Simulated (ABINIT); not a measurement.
BN:

```
N B
1.0
     0.00000    1.81300    1.81300
     1.81300    0.00000    1.81300
     1.81300    1.81300    0.00000
N B
1 1
Direct
  0.25000 0.25000 0.25000
  0.00000 0.00000 0.00000
```

The cell is a database's computed one.

Base run:

| Item | Value |
| --- | --- |
| Program | ABINIT 10.8.3 (patched build) |
| Functional | WC |
| Potentials or basis | JTH PAW PBE v2.0 |
| Cutoff | 844 eV |
| k mesh | 13 × 13 × 13 |
| Occupations | fermi-dirac, width 0.05 eV |
| Spin | no spin polarisation |

Its results: band gap on the k mesh 4.39 eV, indirect (least direct gap 8.73 eV); pressure -6.3 GPa.

Task: After a change of settings the same cell gave: band gap on the k mesh 5.02 eV, indirect (least direct gap 9.46 eV); pressure -2.6 GPa. Which change was it?
A. functional from WC to AM05
B. functional from WC to revPBE
C. functional from WC to LDA
D. functional from WC to r2SCAN

Result: D.

r2SCAN gives the wider gap, since meta-GGAs in the generalised Kohn-Sham scheme recover part of the derivative discontinuity.

Caveats: the PAW data sets were made with another functional, which shifts forces and pressure a little.
